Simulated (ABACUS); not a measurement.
# BN (F-43m) in ABACUS: relaxation of cell and atoms with HLE16

Aim: the relaxation of cell and atoms of BN with HLE16.

Program: ABACUS 3.10.1. These are calculated values, not measurements. Logs are shortened: lines on timing, memory, paths and dates and some standing lists are left out, and cuts for length are marked.

## Step 1: Starting point

The structure is cubic, space group F-43m (No. 216). Conventional cell: a = 3.626 Å, b = 3.626 Å, c = 3.626 Å, α = 90.00°, β = 90.00°, γ = 90.00°. Around N (site symmetry -43m) lie 4 B at 1.57 Å. B (site symmetry -43m) has 4 N at 1.57 Å as nearest neighbours.

The cell is a database's computed one.

## Step 2: Relaxation of cell and atoms, HLE16

File run_abacus.py:

```python
"""ABACUS run from a structure file: ASE reads it, the script writes STRU, KPT and INPUT."""
import re
import subprocess
from ase.io import read
from ase.units import Bohr

atoms = read("BN.cif")
atoms = atoms[(-atoms.numbers).argsort(kind="stable")]  # ABACUS lists atoms element by element
pseudo = {'N': 'N.upf', 'B': 'B.upf'}
orbital = {}
magmoms = None
kmesh = [10, 10, 10]
params = {
    'suffix': 'BN',
    'calculation': 'cell-relax',
    'basis_type': 'pw',
    'pseudo_dir': './',
    'symmetry': 1,
    'dft_functional': 'GGA_XC_HLE16',
    'ecutwfc': 92,
    'pseudo_rcut': 10,
    'nspin': 1,
    'nbands': 8,
    'ks_solver': 'dav',
    'smearing_method': 'fd',
    'smearing_sigma': 0.00367493,
    'scf_thr': 1e-08,
    'scf_nmax': 100,
    'mixing_type': 'broyden',
    'mixing_beta': 0.7,
    'cal_force': 1,
    'cal_stress': 1,
    'relax_nmax': 60,
    'force_thr_ev': 0.01,
    'relax_method': 'cg',
    'out_stru': 1,
    'stress_thr': 0.5,
    'kpar': 4,
}

symbols = atoms.get_chemical_symbols()
elements = list(dict.fromkeys(symbols))
lines = ["ATOMIC_SPECIES"] + [f"{e} {atoms.get_masses()[symbols.index(e)]:.4f} {pseudo[e]}" for e in elements]
if orbital:
    lines += ["", "NUMERICAL_ORBITAL"] + [orbital[e] for e in elements]
lines += ["", "LATTICE_CONSTANT", f"{1 / Bohr:.10f}", "", "LATTICE_VECTORS"]
lines += [" ".join(f"{x:.10f}" for x in v) for v in atoms.cell]
lines += ["", "ATOMIC_POSITIONS", "Direct"]
for e in elements:
    lines += ["", e, "0.0", str(symbols.count(e))]
    for i, p in enumerate(atoms.get_scaled_positions(wrap=False)):
        if symbols[i] == e:
            mag = "" if magmoms is None else " mag " + " ".join(str(x) for x in (magmoms[i] if isinstance(magmoms[i], list) else [magmoms[i]]))
            lines.append(" ".join(f"{x:.10f}" for x in p) + " 1 1 1" + mag)
open("STRU", "w").write("\n".join(lines) + "\n")
open("KPT", "w").write("K_POINTS\n0\nGamma\n%d %d %d 0 0 0\n" % tuple(kmesh))
open("INPUT", "w").write("INPUT_PARAMETERS\n" + "".join(f"{k:<20s}{v}\n" for k, v in params.items()))

done = subprocess.run(['mpirun', '-np', '4', 'abacus'])
if done.returncode:
    raise SystemExit(done.returncode)
log = open("OUT.BN/running_cell-relax.log").read()
print("final energy (eV):", re.findall(r"FINAL_ETOT_IS (\S+)", log))
```

File BN.cif:

```cif
data_BN
_cell_length_a 2.56397060
_cell_length_b 2.56397060
_cell_length_c 2.56397060
_cell_angle_alpha 60.00000000
_cell_angle_beta 60.00000000
_cell_angle_gamma 60.00000000
_space_group_name_H-M_alt 'P1'
_space_group_name_Hall 'P 1'
_space_group_IT_number 1
loop_
_space_group_symop_operation_xyz
'x,y,z'
loop_
_atom_site_label
_atom_site_type_symbol
_atom_site_symmetry_multiplicity
_atom_site_Wyckoff_symbol
_atom_site_fract_x
_atom_site_fract_y
_atom_site_fract_z
_atom_site_occupancy
N1 N 1 a 0.2500000000 0.2500000000 0.2500000000 1
B1 B 1 a 0.0000000000 0.0000000000 0.0000000000 1
```

Potentials or basis: Ansatz NC PBE, plane waves.

Run with:

```sh
OMP_NUM_THREADS=1 python run_abacus.py > log
```

running log:

```text
[... set-up lines left out ...]
 PW ALGORITHM --------------- ION=   1  ELEC=   1--------------------------------

 Density error is 0.449740464903
                          Error Threshold = 0.01
----------------------------------------------------------
     Energy           Rydberg                 eV
----------------------------------------------------------
 E_KohnSham     -29.7580237885       -404.8786847431
 E_Harris       -28.4383584102       -386.9237161443
 E_Fermi        0.6755598293         9.1914630179
----------------------------------------------------------

 PW ALGORITHM --------------- ION=   1  ELEC=   2--------------------------------

 Density error is 0.126020288
                          Error Threshold = 0.00562175581129
----------------------------------------------------------
     Energy           Rydberg                 eV
----------------------------------------------------------
 E_KohnSham     -29.8631771937       -406.3093702178
 E_Harris       -30.5426790992       -415.5544679348
 E_Fermi        0.8294189049         11.2848231352
----------------------------------------------------------
[... 135 lines left out ...]
 PW ALGORITHM --------------- ION=   2  ELEC=   1--------------------------------
 Notice: Threshold on eigenvalues was too large.
 hsover_error=0.080000 > DRHO=0.012022
 Origin diag ethr = 0.010000
 New diag ethr = 0.000150

 Density error is 0.012128151360
                          Error Threshold = 0.000150270457
----------------------------------------------------------
     Energy           Rydberg                 eV
----------------------------------------------------------
 E_KohnSham     -29.8280335438       -405.8312163304
 E_Harris       -29.7035192384       -404.1371122948
 E_Fermi        1.4335073895         19.5038686223
----------------------------------------------------------

[... 4 further cycles ...]
 PW ALGORITHM --------------- ION=   2  ELEC=   6--------------------------------

 Density error is 0.000000000785
                          Error Threshold = 0.000000000196
----------------------------------------------------------
     Energy           Rydberg                 eV
----------------------------------------------------------
 E_KohnSham     -29.8289685918       -405.8439383113
 E_KS(sigma->0) -29.8289685918       -405.8439383113
 E_Harris       -29.8289769669       -405.8440522610
 E_band         3.3160691716         45.1174356954
 E_one_elec     11.2909456994        153.6211973207
 E_Hartree      3.0511226372         41.5126531631
 E_xc           -13.1686745530       -179.1690090286
 E_Ewald        -31.0023623754       -421.8087797665
 E_entropy(-TS) 0.0000000000         0.0000000000
 E_descf        0.0000000000         0.0000000000
 E_exx          0.0000000000         0.0000000000
 E_Fermi        1.4574783551         19.8300103405
----------------------------------------------------------
[... 54 lines left out ...]
 PW ALGORITHM --------------- ION=   3  ELEC=   1--------------------------------
 Notice: Threshold on eigenvalues was too large.
 hsover_error=0.080000 > DRHO=0.019780
 Origin diag ethr = 0.010000
 New diag ethr = 0.000247

 Density error is 0.020029679088
                          Error Threshold = 0.000247248705
----------------------------------------------------------
     Energy           Rydberg                 eV
----------------------------------------------------------
 E_KohnSham     -29.9325053052       -407.2526275658
 E_Harris       -30.0563678806       -408.9378643598
 E_Fermi        1.1834286722         16.1013731189
----------------------------------------------------------

[... 5 further cycles ...]
 PW ALGORITHM --------------- ION=   3  ELEC=   7--------------------------------

 Density error is 0.000000000166
                          Error Threshold = 0.000000000143
----------------------------------------------------------
     Energy           Rydberg                 eV
----------------------------------------------------------
 E_KohnSham     -29.9406266965       -407.3631247634
 E_KS(sigma->0) -29.9406266965       -407.3631247634
 E_Harris       -29.9406069781       -407.3628564809
 E_band         1.0803322578         14.6986744389
 E_one_elec     6.9997672395         95.2367191315
 E_Hartree      3.6306408277         49.3974026480
 E_xc           -12.4758497634       -169.7426441748
 E_Ewald        -28.0951850003       -382.2546023681
 E_entropy(-TS) 0.0000000000         0.0000000000
 E_descf        0.0000000000         0.0000000000
 E_exx          0.0000000000         0.0000000000
 E_Fermi        0.9364815619         12.7414853141
----------------------------------------------------------
[... 54 lines left out ...]
 PW ALGORITHM --------------- ION=   4  ELEC=   1--------------------------------
 Notice: Threshold on eigenvalues was too large.
 hsover_error=0.080000 > DRHO=0.003664
 Origin diag ethr = 0.010000
 New diag ethr = 0.000046

 Density error is 0.003637151408
                          Error Threshold = 0.000045804662
----------------------------------------------------------
     Energy           Rydberg                 eV
----------------------------------------------------------
 E_KohnSham     -29.9402966253       -407.3586339140
 E_Harris       -29.8478156260       -406.1003653665
 E_Fermi        0.9400869050         12.7905385226
----------------------------------------------------------

[... 4 further cycles ...]
 PW ALGORITHM --------------- ION=   4  ELEC=   6--------------------------------

 Density error is 0.000000001154
                          Error Threshold = 0.000000000196
----------------------------------------------------------
     Energy           Rydberg                 eV
----------------------------------------------------------
 E_KohnSham     -29.9409097554       -407.3669759772
 E_KS(sigma->0) -29.9409097554       -407.3669759772
 E_Harris       -29.9409484268       -407.3675021281
 E_band         1.1598739525         15.7808947159
 E_one_elec     7.1625331432         97.4512628615
 E_Hartree      3.6057764162         49.0591049747
 E_xc           -12.5015451670       -170.0922480754
 E_Ewald        -28.2076741478       -383.7850957380
 E_entropy(-TS) 0.0000000000         0.0000000000
 E_descf        0.0000000000         0.0000000000
 E_exx          0.0000000000         0.0000000000
 E_Fermi        0.9552815410         12.9972721512
----------------------------------------------------------
[... 2319 lines left out ...]
----------------------------------------------------------------
 TOTAL-STRESS (KBAR)
----------------------------------------------------------------
         0.0941244093         0.0000000000         0.0000000000
         0.0000000000         0.0941244093        -0.0000000000
        -0.0000000000        -0.0000000000         0.0941244093
----------------------------------------------------------------
 TOTAL-PRESSURE: 0.094124 KBAR

 Largest gradient in force is 0.000000 eV/A.
 Threshold is 0.010000 eV/A.

 Largest gradient in stress is 0.094124 kbar.
 Threshold is 0.500000 kbar.

 Relaxation is converged!

 --------------------------------------------
 !FINAL_ETOT_IS -407.3671998176563989 eV
 --------------------------------------------
```

Wall time 29 s (4 MPI ranks of Intel Xeon Platinum 8488C (Sapphire Rapids), shared host); peak memory 0.36 GiB.

What came out:

| Property | Result |
| --- | --- |
| Free energy | -407.3672 eV |
| Relaxed volume | 4.79 Å³/atom |
| Relaxed cell | a = 2.384 Å, b = 2.384 Å, c = 2.384 Å, α = 60.00°, β = 60.00°, γ = 60.00° |
| Space group after relaxing (to 0.05 Å) | F-43m (No. 216) |
| Energy gained by relaxing | 355.0 meV/atom |
| Ionic steps | 30 |
| Pressure after relaxing | 0.0 GPa |
| Band gap on the k mesh | 5.77 eV, indirect (least direct gap 10.35 eV) |

The path:
```
step  energy change (eV)  largest force (eV/Å)  pressure (GPa)  volume (Å³)
   1              0.0000                0.0000          -82.24        11.92
   2              0.8132                0.0000          258.29         7.24
   3             -0.7060                0.0000           -8.54         9.73
   4             -0.7098                0.0000           -2.05         9.62
   5             -0.7098                0.0000           -1.93         9.62
   6             -0.7099                0.0000           -1.65         9.61
   7             -0.7099                0.0000           -1.66         9.61
   8             -0.7099                0.0000           -1.66         9.61
   9             -0.7099                0.0000           -1.65         9.61
  10             -0.7099                0.0000           -1.64         9.61
  11             -0.7099                0.0000           -1.64         9.61
  12             -0.7099                0.0000           -1.58         9.61
  13             -0.7099                0.0000           -1.57         9.61
  14             -0.7099                0.0000           -1.57         9.61
  15             -0.7099                0.0000           -1.52         9.61
  16             -0.7099                0.0000           -1.45         9.61
  17             -0.7099                0.0000           -1.42         9.61
  18             -0.7099                0.0000           -1.35         9.61
  19             -0.7099                0.0000           -1.31         9.60
  20             -0.7100                0.0000           -1.17         9.60
  21             -0.7100                0.0000           -1.10         9.60
  22             -0.7100                0.0000           -0.92         9.60
  23             -0.7100                0.0000           -0.88         9.60
  24             -0.7100                0.0000           -0.68         9.59
  25             -0.7100                0.0000           -0.59         9.59
  26             -0.7100                0.0000           -0.34         9.59
  27             -0.7100                0.0000           -0.29         9.59
  28             -0.7100                0.0000           -0.17         9.58
  29             -0.7100                0.0000           -0.13         9.58
  30             -0.7100                0.0000            0.01         9.58
```

Final structure:
```
CELL_PARAMETERS angstrom
2.38408 0.00000 0.00000
1.19204 2.06467 0.00000
1.19204 0.68822 1.94659
ATOMIC_POSITIONS crystal
N 0.25000 0.25000 0.25000
B 0.00000 0.00000 0.00000
```

Caveat: the volume moved by over 15 % at a fixed basis, so the end points are rough; the potentials were made for a functional far from this one; the potentials were made for another functional, which shifts forces and pressure. A k mesh can miss the band edges.
